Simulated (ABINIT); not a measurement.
Crystal: ZnSe (Stilleite).

```
Se Zn
1.0
     0.00000    2.83380    2.83380
     2.83380    0.00000    2.83380
     2.83380    2.83380    0.00000
Se Zn
1 1
Direct
  0.75000 0.75000 0.75000
  0.00000 0.00000 0.00000
```

```yaml
Program: ABINIT 10.8.3 (patched build)
Task: relaxation of cell and atoms
Functional: LDA
Potentials_or_basis: PseudoDojo NC SR LDA v0.4.1 standard
Cutoff: 1170 eV
k_mesh: 6 × 6 × 6
Occupations: fermi-dirac, width 0.05 eV
Spin: no spin polarisation
```

At the start: pressure -3.4 GPa; volume 22.76 Å³/atom.

Problem. How do energy, volume and symmetry change on relaxing?

Solution. Over 5 steps the energy falls by 13.2 meV/atom and the volume is 21.57 Å³/atom (-5.2 %); space group F-43m (No. 216, to 0.05 Å).

The path:
```
step  energy change (eV)  largest force (eV/Å)  pressure (GPa)  volume (Å³)
   1              0.0000                0.0000           -3.40        45.51
   2             -0.0091                0.0000           -2.80        45.04
   3             -0.0263                0.0000            0.26        42.99
   4             -0.0265                0.0000           -0.02        43.15
   5             -0.0265                0.0000            0.00        43.14
```

Final structure:
```
Se Zn
1.0
     0.00000    2.78368    2.78368
     2.78368    0.00000    2.78368
     2.78368    2.78368    0.00000
Se Zn
1 1
Direct
  0.75000 0.75000 0.75000
  0.00000 0.00000 0.00000
```
